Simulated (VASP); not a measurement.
**A VASP 6.6.1 single-point calculation on BP**

INCAR

```
EDIFF = 1E-7
LASPH = .TRUE.
NBANDS = 6
ADDGRID = .TRUE.
LCHARG = .FALSE.
ISIF = 2
ENCUT = 520
SIGMA = 0.3
LREAL = .FALSE.
NELM = 120
ISMEAR = 1
LWAVE = .FALSE.
PREC = Accurate
NSW = 0
IBRION = -1
METAGGA = R2SCAN
ALGO = Normal
```

KPOINTS

```
KPOINTS created by Atomic Simulation Environment
0
Gamma
10 10 10
0 0 0
```

POSCAR

```
B  P
 1.0000000000000000
     0.0000000000000000    2.1775830422000002    2.1775830422000002
     2.1775830422000002    0.0000000000000000    2.1775830422000002
     2.1775830422000002    2.1775830422000002    0.0000000000000000
 B   P
   1   1
Cartesian
  0.0000000000000000  0.0000000000000000  0.0000000000000000
  1.0887915211000003  1.0887915211000003  1.0887915211000003
```

The recommended PBE PAW datasets give the neutral cell 8 valence electrons.

Command

```
mpirun -np 1 vasp_std
```

OSZICAR

```
N       E                     dE             d eps       ncg     rms          rms(c)
DAV:   1     0.115323733712E+02    0.11532E+02   -0.42256E+03   564   0.124E+03
DAV:   2    -0.187462421821E+02   -0.30279E+02   -0.28805E+02   834   0.158E+02
DAV:   3    -0.191919207144E+02   -0.44568E+00   -0.44590E+00   684   0.245E+01
DAV:   4    -0.191949075041E+02   -0.29868E-02   -0.29865E-02   930   0.147E+00
DAV:   5    -0.191949120040E+02   -0.45000E-05   -0.44992E-05   696   0.341E-02    0.943E+00
DAV:   6    -0.172047626883E+02    0.19901E+01   -0.15191E+00   702   0.117E+01    0.552E+00
DAV:   7    -0.171242116852E+02    0.80551E-01   -0.35534E-01   810   0.532E+00    0.160E+00
DAV:   8    -0.171204420432E+02    0.37696E-02   -0.20403E-02   630   0.174E+00    0.215E-01
DAV:   9    -0.171205730106E+02   -0.13097E-03   -0.64158E-04   876   0.302E-01    0.120E-01
DAV:  10    -0.171206947295E+02   -0.12172E-03   -0.82623E-05   624   0.153E-01    0.286E-02
DAV:  11    -0.171206959451E+02   -0.12156E-05   -0.23960E-05   786   0.557E-02    0.246E-02
DAV:  12    -0.171206970592E+02   -0.11141E-05   -0.84064E-07   732   0.117E-02    0.193E-03
DAV:  13    -0.171206972142E+02   -0.15498E-06   -0.12610E-07   576   0.330E-03    0.192E-03
DAV:  14    -0.171206971486E+02    0.65590E-07   -0.50300E-09   408   0.102E-03
   1 F= -.17120697E+02 E0= -.17120967E+02  d E =0.810855E-03
```

From OUTCAR

```
k-points           NKPTS =     47   k-points in BZ     NKDIM =     47   number of bands    NBANDS=      6

   NELECT =       8.0000    total number of electrons

   dimension x,y,z NGX =    24 NGY =   24 NGZ =   24
   dimension x,y,z NGXF=    48 NGYF=   48 NGZF=   48

  energy-cutoff  :      520.00
  volume of cell :       20.65
      direct lattice vectors                 reciprocal lattice vectors
     0.000000000  2.177583042  2.177583042    -0.229612369  0.229612369  0.229612369
     2.177583042  0.000000000  2.177583042     0.229612369 -0.229612369  0.229612369
     2.177583042  2.177583042  0.000000000     0.229612369  0.229612369 -0.229612369

 k-points in reciprocal lattice and weights: KPOINTS created by Atomic Simulation Env
   0.00000000  0.00000000  0.00000000       0.001
   0.10000000  0.00000000  0.00000000       0.008
   0.20000000  0.00000000  0.00000000       0.008
   0.30000000  0.00000000  0.00000000       0.008
   0.40000000  0.00000000  0.00000000       0.008
   0.50000000  0.00000000  0.00000000       0.004
   0.10000000  0.10000000  0.00000000       0.006
   0.20000000  0.10000000  0.00000000       0.024
   ...

 E-fermi :   8.9848

 k-point     1 :       0.0000    0.0000    0.0000
  band No.  band energies     occupation
      1      -8.5214      2.00000
      2       8.9181      1.36597
      3       8.9181      1.36597
      4       8.9181      1.36597
      5      12.7837     -0.00000
      6      12.7837     -0.00000

 k-point     2 :       0.1000    0.0000    0.0000
  band No.  band energies     occupation
      1      -8.3125      2.00000
      2       7.4513      2.00000
      3       8.5751      2.06589
      4       8.5751      2.06589
      5      13.2635     -0.00000
      6      13.2635     -0.00000

 k-point     3 :       0.2000    0.0000    0.0000
  band No.  band energies     occupation
      1      -7.6923      2.00000
      2       4.7935      2.00000
      3       7.9312      2.00001
      4       7.9312      2.00001
      5      13.8631     -0.00000
      6      14.0729     -0.00000

 k-point     4 :       0.3000    0.0000    0.0000
  band No.  band energies     occupation
      1      -6.6879      2.00000
      2       2.0882      2.00000
      3       7.3736      2.00000
      4       7.3736      2.00000
      5      13.9303     -0.00000
      6      14.3371     -0.00000

 k-point     5 :       0.4000    0.0000    0.0000
  band No.  band energies     occupation
      1      -5.4049      2.00000
      2      -0.2766      2.00000
      3       7.0230      2.00000
      4       7.0230      2.00000
      5      13.8889     -0.00000
      6      14.1475     -0.00000

 k-point     6 :       0.5000    0.0000    0.0000
  band No.  band energies     occupation
      1      -4.5192      2.00000
      2      -1.5310      2.00000
      3       6.9052      2.00000
      4       6.9052      2.00000
      5      13.8656     -0.00000
      6      14.0247     -0.00000

 k-point     7 :       0.1000    0.1000    0.0000
  band No.  band energies     occupation
      1      -8.2428      2.00000
      2       7.9160      2.00001
      3       7.9160      2.00001
      4       8.1336      2.00045
      5      12.2913     -0.00000
      6      14.1079     -0.00000

 ...

  Total        3.2688218      3.2688218      3.2688218      0.0000000      0.0000000     -0.0000000
  in kB      253.5990663    253.5990663    253.5990663      0.0000000      0.0000000     -0.0000000
  external PRESSURE =     253.5990663 kB  Pullay stress =       0.0000000 kB

 POSITION                                       TOTAL-FORCE (eV/Angst)
 -----------------------------------------------------------------------------------
      0.00000      0.00000      0.00000         0.000000      0.000000      0.000000
      1.08879      1.08879      1.08879        -0.000000     -0.000000     -0.000000
 -----------------------------------------------------------------------------------
    total drift:                                0.000000      0.000000      0.000000

  FREE ENERGIE OF THE ION-ELECTRON SYSTEM (eV)
  ---------------------------------------------------
  free  energy   TOTEN  =       -17.1206971486 eV

  energy  without entropy=      -17.1215080039  energy(sigma->0) =      -17.12096743
```

It converged. Results: gap between bands v and c on the k mesh 1.28 eV; least direct gap on the k mesh 3.87 eV; pressure 25.4 GPa. Band v is the last that the valence electrons fill when counted band by band, and c is the next.

For comparison, a separate r²SCAN run of the intended cell, on usual settings and not on those above, gives a gap of 1.28 eV on its mesh and a pressure of 25.4 GPa.

The run above took about 17 s on one core of a shared host (Intel Xeon Platinum 8488C) and held 0.18 GiB at most.
